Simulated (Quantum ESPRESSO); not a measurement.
A run of Quantum ESPRESSO 7.5:

File pw.in:

```
&CONTROL
  calculation = 'scf'
  prefix = 'pwscf'
  outdir = './tmp'
  pseudo_dir = './pseudo'
  tprnfor = .true.
  tstress = .true.
  disk_io = 'low'
/
&SYSTEM
  ibrav = 0
  celldm(1) = 8
  nat = 12
  ntyp = 2
  ecutwfc = 55
  ecutrho = 440
  nbnd = 43
  occupations = 'smearing'
  smearing = 'fd'
  degauss = 0.00367493
/
&ELECTRONS
  conv_thr = 2.4d-09
  electron_maxstep = 120
  mixing_beta = 0.5
/
ATOMIC_SPECIES
Si    28.0850 Si.pbe-n-rrkjus_psl.1.0.0.UPF
O     15.9990 O.pbe-n-kjpaw_psl.0.1.UPF
CELL_PARAMETERS alat
 -0.6703562487029   0.6703562487029   1.3370308384835
  0.6703562487029  -0.6703562487029   1.3370308384835
  0.6703562487029   0.6703562487029  -1.3370308384835
ATOMIC_POSITIONS crystal
Si     0.8750000000    0.2636180000    0.8886180000
Si     0.0136180000    0.6250000000    0.8886180000
Si     0.7363820000    0.1250000000    0.1113820000
Si     0.3750000000    0.9863820000    0.1113820000
O      0.6337270000    0.1337270000    0.5000000000
O      0.4678770000    0.9678770000    0.9357540000
O      0.0321230000    0.5321230000    0.0642460000
O      0.1162730000    0.1162730000    0.0000000000
O      0.8837270000    0.8837270000    0.0000000000
O      0.8662730000    0.3662730000    0.5000000000
O      0.2821230000    0.7178770000    0.0000000000
O      0.7178770000    0.2821230000    0.0000000000
K_POINTS automatic
7 7 7 0 0 0
```

File pp_density.in:

```
&INPUTPP
  prefix = 'pwscf'
  outdir = './tmp'
  filplot = 'density.dat'
  plot_num = 0
/
&PLOT
  nfile = 1
  filepp(1) = 'density.dat'
  iflag = 3
  output_format = 6
  fileout = 'density.cube'
/
```

File pp_potential.in:

```
&INPUTPP
  prefix = 'pwscf'
  outdir = './tmp'
  filplot = 'potential.dat'
  plot_num = 11
/
&PLOT
  nfile = 1
  filepp(1) = 'potential.dat'
  iflag = 3
  output_format = 6
  fileout = 'potential.cube'
/
```

Potentials or basis: SSSP 1.3 efficiency PBE.

Run with:

```console
$ OMP_NUM_THREADS=1 mpirun -n 2 pw.x -nk 2 -in pw.in > pw.out
$ OMP_NUM_THREADS=1 mpirun -n 1 pp.x -in pp_density.in > pp_density.out
$ OMP_NUM_THREADS=1 mpirun -n 1 pp.x -in pp_potential.in > pp_potential.out
```

Hardware: 2 MPI ranks on Arm Neoverse V1, with other jobs on the host.

Q: How long does it take, and how much memory?

A: Wall time 3.9 min on 2 MPI ranks on Arm Neoverse V1 (shared host), peak memory 1.1 GiB a rank. Counts: scf iterations 11, k pools 2, bands 43, k points 40, g dense 191695.
